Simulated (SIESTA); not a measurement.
Band structure of GeO2 (P4_2/mnm, 6 atoms in the cell).

```
GeO2
1.0
    4.38948     0.00000     0.00000
    0.00000     4.38948     0.00000
    0.00000     0.00000     2.86155
Ge O
2 4
Direct
  0.50000   0.50000   0.50000
  0.00000   0.00000   0.00000
  0.69423   0.69423   0.00000
  0.30577   0.30577   0.00000
  0.80577   0.19423   0.50000
  0.19423   0.80577   0.50000
```

Level of theory: GGA PBE, numerical atomic orbitals DZP, PseudoDojo PBE standard norm-conserving potentials (rewritten from UPF to PSML) (SIESTA).

Settings: XC.functional = GGA; XC.authors = PBE; potentials = PseudoDojo PBE standard; PAO.BasisSize = DZP; PAO.EnergyShift = 0.01 Ry; MeshCutoff = 350 Ry; kgrid.MonkhorstPack = 7 7 10; OccupationFunction = FD; ElectronicTemperature = 0.05 eV; MaxSCFIterations = 150; SCF.Mixer.Method = Broyden; SCF.Mixer.Weight = 0.1; SCF.Mixer.History = 6; SCF.DM.Tolerance = 1.0E-04.

The starting cell comes from a database of computed structures (which also holds hypothetical and non-ambient phases and stackings), without a prior relaxation at this level. Its lattice was rescaled by a random factor within 2.5 % of one. Values carry the incompleteness of an atom-centred basis.

Question: Predict the gap along the standard path and the places of the band edges.

Answer: The gap along the path is 1.62 eV, direct at Γ to within 0.01 eV.

Levels in eV from the top of the valence band on the path, bands 23 to 27:
| point | 23 | 24 | 25 | 26 | 27 |
|---|---|---|---|---|---|
| Γ | -2.05 | -0.83 | -0.83 | 0.00 | 1.62 |
| X | -1.87 | -1.87 | -0.85 | -0.85 | 4.88 |
| M | -2.18 | -2.18 | -1.48 | -1.48 | 5.02 |
| Z | -2.31 | -2.31 | -1.88 | -1.88 | 6.07 |
| R | -1.43 | -1.43 | -1.40 | -1.40 | 6.32 |
| A | -1.37 | -1.37 | -1.14 | -1.14 | 4.52 |

Higher empty bands are left out: an atom-centred basis made for the valence describes them poorly.
